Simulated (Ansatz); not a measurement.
# Ni: which magnetic state does the SCF reach?, part 2 of 2

Aim: see which self-consistent states Ni reaches from different starts at one fixed geometry, and which of them is lowest. System: Ni, the measured crystal structure (space group Fm-3m, primitive cell doubled); the cell holds 2 atoms. Source: COD entry 2102245, which need not be the ambient phase.

Ansatz 0.2.0; DFT LDA, PAW, plane waves, scalar-relativistic. Earlier steps stand in the parts before.

**8. A moment on one site alone, plain SCF**

input.yaml reads:

```yaml
crystal:
  lattice:
    - [-1.781, -3.562, -1.781]
    - [-1.781, 0.0, -1.781]
    - [1.781, 0.0, -1.781]
  atoms:
    - { symbol: Ni, position: [0.0, 0.0, 0.0] }
    - { symbol: Ni, position: [0.5, 0.0, 0.5], spin: 2.0 }
magnetization:
  spin_polarized: true
hamiltonian:
  xc: lda
  pseudopotentials: { kind: paw }
basis:
  ecutwfc: 420
kpoints:
  mp_grid: { grid: [8, 13, 11] }
scf:
  occupations: { method: gaussian, width: 0.1 }
  lower_state_search: "off"
output:
  forces: true
  stress: true
  write_density: true
  write_potential: true
  elf: true
  volumetric_format: npy
```

Launch:

```console
$ ansatz run input.yaml --threads 2 --pin off --max-ram 5120MiB --backend cpu --events-out ev --progress --plain --runs-dir out
```

What it wrote (excerpt; [...] marks lines left out):

```text
[... 17 lines as in an earlier run ...]
Starting moments: Σ|m| = 2 μB on 1 of 2 sites
[... 2 lines as in an earlier run ...]
SCF iter   1: F=—  HF=-11546.332133 eV  |F-HF|=—  |Δ(HF+E_count)|=         —  Δρ=1.13e-1 (↑1.13e-1 ↓3.24e-2)  dr2=2.23e0  dr2_m=8.55e-1  M=1.410 μB ∫|m|=1.507 μB  β_m=0.30  ethr=3.10e-3  ⟨swp⟩=4.8  Hψ=52668  notcnv=0
[...]
spin-set hold released at iteration 4 (the charge has settled, or the pull on large starting moments outlasts its swing): the magnetisation degrees of freedom join the quasi-Newton model from the next iteration; the mixer history was flushed
[...]
SCF iter  22: F=-11546.563677 eV  HF=-11546.563677 eV  |F-HF|=0.00e0  |Δ(HF+E_count)|=  9.06e-10  Δρ=5.75e-7 (↑4.71e-7 ↓5.75e-7)  dr2=2.03e-11  dr2_m=3.78e-11  M=1.243 μB ∫|m|=1.382 μB  ethr=5.83e-11  ⟨swp⟩=5.1  Hψ=77386  notcnv=0
[...]
SCF converged after 22 iterations
an eigenvalue changed by more than its tolerance at an iteration that met the thresholds in force, so the SCF went on 1 time: the last check found none over its tolerance
Magnetization: 1.2432 μB (18.6216 up, 17.3784 down)
Absolute magnetization: 1.3837 μB (∫|ρ↑−ρ↓|, with the PAW one-centre terms)
Spin contamination: 0.0096 ħ² per cell (⟨S²⟩ above its minimum at these occupations)
Per-site moments (μB) at R_I (Å): [(0.6517543946265433, 1.0389696712669239), (0.6517573906294044, 1.0389696712669239)]
Free energy (F): -11546.563677 eV
[...]
E sigma→0 (E₀):  -11546.554346 eV
Entropy (-TS):   -0.018662 eV (-9.331 meV/atom)
Fermi energy:    16.865262 eV
[... 30 lines left out: energy terms, forces, stress, bands ...]
```

Wall time 13 s (2 threads of Intel Xeon 6975P-C (Granite Rapids), shared host); peak memory 0.56 GiB.

The run ends in the same state as step 2 (ferromagnetic); it took 22 iterations.

**9. Parallel moments, Broyden mixing, no switch to direct minimisation**

Edit input.yaml of step 8 so:

```diff
@@ -6,3 +6,3 @@
   atoms:
-    - { symbol: Ni, position: [0.0, 0.0, 0.0] }
+    - { symbol: Ni, position: [0.0, 0.0, 0.0], spin: 2.0 }
     - { symbol: Ni, position: [0.5, 0.0, 0.5], spin: 2.0 }
@@ -20,2 +20,4 @@
   lower_state_search: "off"
+  algorithm: density_mixing
+  mixing: { algorithm: broyden, beta: 0.3 }
 output:
@@ -23,5 +25 @@
   stress: true
-  write_density: true
-  write_potential: true
-  elf: true
-  volumetric_format: npy
```

Launch:

```console
$ ansatz run input.yaml --threads 2 --pin off --max-ram 5120MiB --backend cpu --events-out ev --progress --plain --runs-dir out
```

What it wrote (excerpt; [...] marks lines left out):

```text
[... 17 lines as in an earlier run ...]
Starting moments: Σ|m| = 4 μB on 2 of 2 sites
[... 3 lines as in an earlier run ...]
SCF iter   1: F=—  HF=-11546.025077 eV  |F-HF|=—  |Δ(HF+E_count)|=         —  Δρ=1.22e-1 (↑1.22e-1 ↓1.20e-1)  dr2=1.02e-2  dr2_m=3.03e0  M=1.866 μB ∫|m|=2.058 μB  β_m=0.56  ethr=2.83e-5  ⟨swp⟩=1.4  Hψ=76110  notcnv=0
[...]
[... 1 line as in an earlier run ...]
[...]
SCF iter  13: F=-11546.563677 eV  HF=-11546.563677 eV  |F-HF|=3.16e-8  |Δ(HF+E_count)|=   8.02e-7  Δρ=2.69e-6 (↑1.82e-6 ↓2.69e-6)  dr2=5.09e-10  dr2_m=5.23e-10  M=1.243 μB ∫|m|=1.382 μB  ethr=1.12e-11  ⟨swp⟩=4.0  Hψ=49390  notcnv=0
[...]
this state was not tested for a lower state beside it, because the mixer in use, unlike msr1, does not test its closes by its own steps (another_mixer; see scf.mixing.algorithm and scf.lower_state_search)
SCF converged after 13 iterations
Magnetization: 1.2431 μB (18.6216 up, 17.3784 down)
Absolute magnetization: 1.3836 μB (∫|ρ↑−ρ↓|, with the PAW one-centre terms)
Spin contamination: 0.0096 ħ² per cell (⟨S²⟩ above its minimum at these occupations)
Per-site moments (μB) at R_I (Å): [(0.6517254040823599, 1.0389696712669239), (0.6517254040823598, 1.0389696712669239)]
Free energy (F): -11546.563677 eV
[...]
E sigma→0 (E₀):  -11546.554346 eV
Entropy (-TS):   -0.018662 eV (-9.331 meV/atom)
Fermi energy:    16.865207 eV
[... 25 lines left out: energy terms, forces, stress ...]
```

Run time: 7.9 s. Hardware: 2 threads of Intel Xeon 6975P-C (Granite Rapids), shared host; peak memory 0.56 GiB.

The run ends in the same state as step 2 (ferromagnetic); it took 13 iterations.

**10. The runs side by side**

```
step  iterations  state  moments of Ni1 Ni2 (μB)  total (μB)  gap (eV)  pressure (GPa)  above lowest (meV/atom)
   2           9      1                0.65 0.65        1.24      none           -22.8                      0.0
   3          17      2                0.00 0.00        0.00      none           -23.6                     48.9
   4           6      2                0.00 0.00        0.00      none           -23.6                     48.9
   5          11      1                0.65 0.65        1.24      none           -22.8                      0.0
   6          13      1                0.65 0.65        1.24      none           -22.8                      0.0
   7          13      1                0.65 0.65        1.24      none           -22.8                      0.0
   8          22      1                0.65 0.65        1.24      none           -22.8                      0.0
   9          13      1                0.65 0.65        1.24      none           -22.8                      0.0
```

States are numbered from the lowest. Starts by step: 2 parallel moments, plain SCF; 3 opposed moments +-, plain SCF; 4 no spin polarisation; 5 spin on, no moments given (the program may seed its own), plain SCF; 6 parallel moments scaled by 0.1, plain SCF; 7 moments ++ scaled by 0.5, plain SCF; 8 a moment on one site alone, plain SCF; 9 parallel moments, Broyden mixing, no switch to direct minimisation.

The 8 runs of this session took 65 s in all, from 2.1 s to 13 s each.

Decimal logarithm of the largest residual (eV) by iteration, counted through all cycles of a run (7 of the 8 runs):

```
iteration  step 2  step 3  step 4  step 5  step 6  step 7  step 8
        1     0.5     0.7    -1.1     0.8    -0.8    -0.9     0.3
        2     0.3     0.5    -2.0    -0.3    -1.2    -1.1     0.8
        3     0.3    -0.1    -4.1    -0.5    -1.5    -1.4     0.2
        4    -1.7    -1.6    -4.9    -0.5    -2.0    -1.6     0.1
        5    -3.2    -2.4    -6.4    -2.3    -2.4    -1.8     0.1
        7    -6.1    -3.7       -    -3.2    -2.4    -2.3    -0.2
        9    -8.4    -3.9       -    -6.4    -1.8    -4.7    -1.6
       11       -    -4.7       -    -8.4    -6.4    -6.2    -0.9
       12       -    -5.9       -       -    -7.6    -7.6    -0.8
       14       -    -7.7       -       -       -       -    -1.8
       16       -    -9.2       -       -       -       -    -3.6
       18       -       -       -       -       -       -    -4.2
       20       -       -       -       -       -       -    -6.0
       22       -       -       -       -       -       -   -10.4
```

**11. Summary of results**

What follows sums up all 2 parts.

```
                      quantity                               value
               distinct states             2 from 8 converged runs
lowest state from plain starts                       ferromagnetic
                   its moments               Ni1 0.65, Ni2 0.65 μB
                  total moment                    1.24 μB per cell
             gap on the k-mesh                                none
                      pressure                           -22.8 GPa
                 largest force                          0.000 eV/Å
                    next state  non-magnetic, 48.9 meV/atom higher
```

In words: The 8 converged runs end in 2 distinct states. Switching spin polarisation off costs 48.9 meV/atom in free energy, smearing entropy included. The search isn't exhaustive: larger magnetic cells and non-collinear orders weren't tried. The mesh has less symmetry than the lattice, which lowers the symmetry of the run.
